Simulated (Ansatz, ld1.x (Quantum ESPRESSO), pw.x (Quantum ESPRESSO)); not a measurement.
What a changed setting does to a pw.x run (diamond Al)

Potential: norm-conserving Troullier–Martins (Kleinman–Bylander form), ld1.x (Quantum ESPRESSO) 7.5, PBE; core [Ne], reference 3s1.5 3p1.5; waves: 3s (bound): rc 2.05 bohr; 3p (bound): rc 1.65 bohr; local part: all-electron potential smoothed inside 1.60 bohr (lloc = -2); core correction: none.

The reference run (k-mesh 8³, cutoffs 45/180 Ry, Fermi–Dirac 0.01 Ry, mixing_beta 0.4, conv_thr 1e-9, no spin) gives 0.35 GPa at 27.707 Å³/atom, where all-electron LAPW gives -0.02 GPa. This run, with its own iteration cap, changes k-mesh points per axis to 6.

```
&control
  calculation='scf', prefix='x', pseudo_dir='./', outdir='./tmp', tstress=.true., disk_io='none'
/
&system
  ibrav=0, nat=2, ntyp=1, ecutwfc=45, ecutrho=180, nbnd=10,
  occupations='smearing', smearing='fd', degauss=0.01
/
&electrons
  conv_thr=1e-09, mixing_beta=0.4, electron_maxstep=60
/
ATOMIC_SPECIES
Al 1.0 Al.UPF
CELL_PARAMETERS angstrom
  0.00000000 3.02595990 3.02595990
  3.02595990 0.00000000 3.02595990
  3.02595990 3.02595990 0.00000000
ATOMIC_POSITIONS crystal
Al 0.0000 0.0000 0.0000
Al 0.2500 0.2500 0.2500
K_POINTS automatic
6 6 6 0 0 0
```

```bash
pw.x < Al.scf.in > Al.scf.out
```

**Question.** How does the run end?

**Answer.** It converges in 7 iterations; the free energy moves by +5.2 meV/atom and the pressure by -0.04 GPa.

```
Message from routine setup:
     using ibrav=0 with symmetry is DISCOURAGED, use correct ibrav instead
     lattice parameter (alat)  =       8.0868  a.u.
     unit-cell volume          =     373.9522 (a.u.)^3
     number of electrons       =         6.00
     number of Kohn-Sham states=           10
     kinetic-energy cutoff     =      45.0000  Ry
     charge density cutoff     =     180.0000  Ry
     scf convergence threshold =      1.0E-09
     Exchange-correlation= PBE
     number of k points=    16  Fermi-Dirac smearing, width (Ry)=  0.0100
     iteration #  1     ecut=    45.00 Ry     beta= 0.40
     total energy              =      -8.19109753 Ry
     estimated scf accuracy    <       0.01598622 Ry
     iteration #  2     ecut=    45.00 Ry     beta= 0.40
     total energy              =      -8.19093430 Ry
     estimated scf accuracy    <       0.00475083 Ry
     iteration #  3     ecut=    45.00 Ry     beta= 0.40
     total energy              =      -8.19117441 Ry
     estimated scf accuracy    <       0.00006802 Ry
     iteration #  4     ecut=    45.00 Ry     beta= 0.40
     total energy              =      -8.19118082 Ry
     estimated scf accuracy    <       0.00000003 Ry
     iteration #  5     ecut=    45.00 Ry     beta= 0.40
     total energy              =      -8.19118102 Ry
     estimated scf accuracy    <       0.00000001 Ry
     iteration #  6     ecut=    45.00 Ry     beta= 0.40
     total energy              =      -8.19118106 Ry
     estimated scf accuracy    <       0.00000001 Ry
     iteration #  7     ecut=    45.00 Ry     beta= 0.40
     the Fermi energy is     2.7375 ev
!    total energy              =      -8.19118106 Ry
     estimated scf accuracy    <          1.4E-10 Ry
     smearing contrib. (-TS)   =      -0.00759767 Ry
     The total energy is F=E-TS. E is the sum of the following terms:
     one-electron contribution =       2.81231095 Ry
     hartree contribution      =       0.40573483 Ry
     xc contribution           =      -2.92328252 Ry
     ewald contribution        =      -8.47834665 Ry
     convergence has been achieved in   7 iterations
          total   stress  (Ry/bohr**3)                   (kbar)     P=        3.13
     Message from routine punch:
     Nothing written, as per user request (disk_io='none')
```

The run took about 4.7 s on one core of a shared host (Intel(R) Xeon(R) Platinum 8259CL CPU @ 2.50GHz, 96 threads, 755 GiB, load 38).
